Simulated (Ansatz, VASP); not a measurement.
**One calculation of LiF, two programs**

```
CELL_PARAMETERS angstrom
0.00000 2.06435 2.01400
2.06435 0.00000 2.01400
2.06435 2.06435 0.00000
ATOMIC_POSITIONS crystal
Li 0.00000 0.00000 0.00000
F 0.50000 0.50000 0.50000
```

Change from the starting cell: strain +0.025 along x and y, +0.000 along z, atoms carried along.

Alike in both runs: task single point; functional LDA; k mesh 10 × 10 × 10; occupations gaussian, width 0.05 eV; no spin polarisation.

|  | VASP | Ansatz |
| --- | --- | --- |
| version | VASP 6.6.1 | Ansatz 0.2.0 |
| potentials or method | VASP PAW LDA potentials, release 64 (Li_sv, F) | scalar-relativistic, plane waves, PAW |
| plane-wave cutoff (eV) | 520 | 420 |
| valence electrons in the cell | 10 | 10 |

```csv
,VASP,Ansatz,Ansatz less VASP
gap on the k mesh at the Fermi level (eV),8.38,8.39,+0.010
least direct gap on the mesh (eV),8.38,8.39,+0.010
```

 A k mesh can miss the band edges.
